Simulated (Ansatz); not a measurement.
A calculation with Ansatz 0.2.0 of Hf (ASE script, Cartesian positions):

Contents of run.py:

```python
import json

import numpy as np

import ansatz as az

calculation = (
    az.Crystal.from_extxyz("Hf.xyz")
    .calculation()
    .kpoints(10, 10, 10)
    .functional("pbesol", dispersion="d3bj")
    .pseudopotentials(kind="paw")
    .scf(extra_bands=6)
    .occupations(method="cold", width=0.025)
    .density_of_states(energy_step=0.05, projected=True, nscf_kmesh=(15, 15, 15))
    .forces()
    .stress()
    .band_table(publish=True)
)
outcome = calculation.run(threads=2, events_out="events.jsonl")

report = outcome.report
for line in open("events.jsonl"):
    event = json.loads(line)
    if event["event"] == "scf_iter":
        d = event["data"]
        print(f"SCF {d['iter']:3d}  HF = {d['harris_foulkes_ev']:.6f} eV  dr2 = {d['dr2_ev']:.2e} eV")
    elif event["event"] in ("relax_step", "md_step"):
        d = event["data"]
        print(f"{event['event']} {d['step']:3d}  E = {d['lagrangian_ev']:.6f} eV")
np.set_printoptions(precision=5, suppress=True, linewidth=110)
print("converged:", report["converged"], "after", report["n_iterations"], "iterations")
print(f"free energy {report['free_energy_ev']:.6f} eV, Fermi level {report['fermi_energy_ev']:.4f} eV")
for key in ("band_edges_ev", "magnetization_mub", "site_moments_mub", "site_moments_nc_mub", "forces_ev_ang",
                "stress_gpa"):
    if report.get(key) is not None:
        print(key, np.array(report[key]), sep="\n")
```

The input Hf.xyz:

```xyz
1
Lattice="-1.8050000000 1.8050000000 1.8050000000 1.8050000000 -1.8050000000 1.8050000000 1.8050000000 1.8050000000 -1.8050000000" Properties=species:S:1:pos:R:3 pbc="T T T"
Hf     0.0000000000      0.0000000000      0.0000000000
```

Potentials or basis: Ansatz PAW.

The run is started by

```bash
$ python run.py
```

This isn't the form of Hf at room conditions, which is hcp.

Q: Write the same calculation in another form: native input, structure typed inline.

A: As run:

input.yaml

```yaml
crystal:
  lattice:
    - [-1.805, 1.805, 1.805]
    - [1.805, -1.805, 1.805]
    - [1.805, 1.805, -1.805]
  atoms:
    - { symbol: Hf, position: [0.0, 0.0, 0.0] }
hamiltonian:
  xc: pbesol
  pseudopotentials: { kind: paw }
  dispersion: d3bj
kpoints:
  mp_grid: { grid: [10, 10, 10] }
scf:
  occupations: { method: cold, width: 0.025 }
  n_extra_bands: 6
output:
  forces: true
  stress: true
  eigenvalues: true
  dos: { projected: true, de: 0.05, nscf_kmesh: { grid: [15, 15, 15] } }
```

Potentials or basis: Ansatz PAW.

Command:

```bash
$ ansatz run input.yaml --threads 2 --pin off --max-ram 5120MiB --backend cpu --events-out ev --progress --plain --runs-dir out
```

Both were run:

|  | ASE script, Cartesian positions | native input, structure typed inline |
| --- | --- | --- |
| Pressure | -12.4 GPa | -12.4 GPa |
| Band gap on the k mesh | none (metal or under the smearing width) | none (metal or under the smearing width) |
| Density of states at the Fermi level | 1.84 states/eV per cell | 1.84 states/eV per cell |

Keys that steer only the numerical path or the files written may differ.

Caveat: pairwise dispersion overbinds metals, which lowers pressure and volume; the PAW data sets come from PBE, with cores solved anew for the run's functional, which leaves a small shift of forces and pressure.
